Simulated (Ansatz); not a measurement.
MgS (P6_3mc) from a database of computed structures was relaxed with 4 functionals in Ansatz, cell and atoms free, the symmetry of the start kept (meshes: PBE 6×6×4, r2SCAN 6×6×4, PBEsol 6×6×4, LDA 6×6×4). Calculated for a static, non-magnetic cell.

The PBE result:
```
Mg S
1.0
     4.05466    0.00000    0.00000
    -2.02733    3.51144    0.00000
     0.00000    0.00000    6.49076
Mg S
2 2
Direct
  0.66667 0.33333 0.49702
  0.33333 0.66667 0.99702
  0.33333 0.66667 0.37798
  0.66667 0.33333 0.87798
```

Space group P6_3mc (No. 186), hexagonal; conventional cell a = 4.055 Å, c = 6.491 Å, 23.10 Å³ an atom. Mg has 4 S at 2.47 Å; S has 4 Mg at 2.47 Å.

Problem. Order the functionals by the relaxed volume, smallest first.
A. r2SCAN
B. PBE
C. LDA
D. PBEsol

Solution. C (21.86 Å³/atom), D (22.54 Å³/atom), A (22.68 Å³/atom), B (23.10 Å³/atom).

Problem. What lattice does r2SCAN give?

Solution. a = 4.029 Å, c = 6.454 Å; the volume differs by -1.8 % from PBE's. Around Mg lie 4 S at 2.45–2.46 Å; around S lie 4 Mg at 2.45–2.46 Å.

Problem. How does the cell change with LDA?

Solution. a = 3.985 Å, c = 6.359 Å; the volume differs by -5.4 % from PBE's. Around Mg lie 4 S at 2.42–2.43 Å; around S lie 4 Mg at 2.42–2.43 Å.

Problem. Held at the r2SCAN cell, what mean stress do LDA and PBE find, and does its sign point to their own minimum?

Solution. Yes. LDA -2.08 GPa, and its relaxed volume is -3.6 % from r2SCAN's; PBE +1.06 GPa, and its relaxed volume is +1.9 % from r2SCAN's. Compression counts positive, so a positive stress asks for a larger cell.
